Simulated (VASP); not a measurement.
Set up this calculation in VASP 6.6.1, as the native input.

* Task: band structure
* Functional: PBE0
* Potentials or basis: VASP PAW PBE potentials, release 64 (Cd, Se)
* Cutoff: 520 eV
* k mesh: 6 × 6 × 3
* Occupations: gaussian, width 0.03 eV
* Spin: no spin polarisation
* Grid for exact exchange (PRECFOCK): Fast
* Exchange at q = 0: truncated
* Further INCAR settings: ALGO = Normal; EDIFF = 1e-06

Crystal: CdSe (Cadmoselite).

```xyz
4
Lattice="4.3097 0.0000 0.0000 -2.1548 3.7323 0.0000 0.0000 0.0000 7.0352" Properties=species:S:1:pos:R:3 pbc="T T T"
Cd    0.0000    2.4882    0.0328
Cd    2.1548    1.2441    3.5504
Se    0.0000    2.4882    2.6757
Se    2.1548    1.2441    6.1933
```

The input as run:

POSCAR

```
CdSe                                    
1.0
    4.3096852288      0.0000000000      0.0000000000
   -2.1548426144      3.7322968905      0.0000000000
    0.0000000000      0.0000000000      7.0351851817
  Cd              Se            
     2     2
Direct
     0.3333333332999970    0.6666666667000030    0.0046653507763779
     0.6666666667000030    0.3333333332999970    0.5046653507763779
     0.3333333332999970    0.6666666667000030    0.3803346492236201
     0.6666666667000030    0.3333333332999970    0.8803346492236201
```

INCAR.step1

```
ALGO = Normal
EDIFF = 1E-5
ENCUT = 520
GGA = PE
ISIF = 2
ISMEAR = 0
KPAR = 4
LASPH = T
LCHARG = F
LREAL = F
LWAVE = T
NELM = 80
PREC = Accurate
SIGMA = 0.03
```

INCAR.step2

```
AEXX = 0.25
ALGO = Normal
EDIFF = 1E-6
ENCUT = 520
GGA = PE
HFRCUT = -1
ISIF = 2
ISMEAR = 0
ISTART = 1
KPAR = 4
LASPH = T
LCHARG = F
LHFCALC = T
LREAL = F
LWAVE = F
NELM = 80
PREC = Accurate
PRECFOCK = Fast
SIGMA = 0.03
```

KPOINTS

```
k-points
0
Gamma
  6 6 3
```

KPOINTS_OPT

```
explicit points
6
Reciprocal
 0.0000000000  0.0000000000  0.0000000000 1
 0.0000000000  0.0000000000  0.5000000000 1
 0.3333333333  0.3333333333  0.5000000000 1
 0.3333333333  0.3333333333  0.0000000000 1
 0.5000000000  0.0000000000  0.5000000000 1
 0.5000000000  0.0000000000  0.0000000000 1
```

Potentials or basis: VASP PAW PBE potentials, release 64 (Cd, Se).

Command:

```sh
$ cat potpaw_PBE.64/Cd/POTCAR potpaw_PBE.64/Se/POTCAR > POTCAR
$ cp INCAR.step1 INCAR
$ mpirun -np 4 vasp_std > vasp.out
$ cp INCAR.step2 INCAR
$ mpirun -np 4 vasp_std > vasp.out
```

It gave:

- Pressure: 1.4 GPa
- Band gap on the k mesh: 2.20 eV, direct
- Band gap along the path: 2.20 eV, direct

Caveat: the PAW data sets were made with another functional, which shifts forces and pressure a little.

It took 15 min on 4 MPI ranks on Intel(R) Xeon(R) 6975P-C (Granite Rapids), on a shared host, peak memory 0.32 GiB a rank.
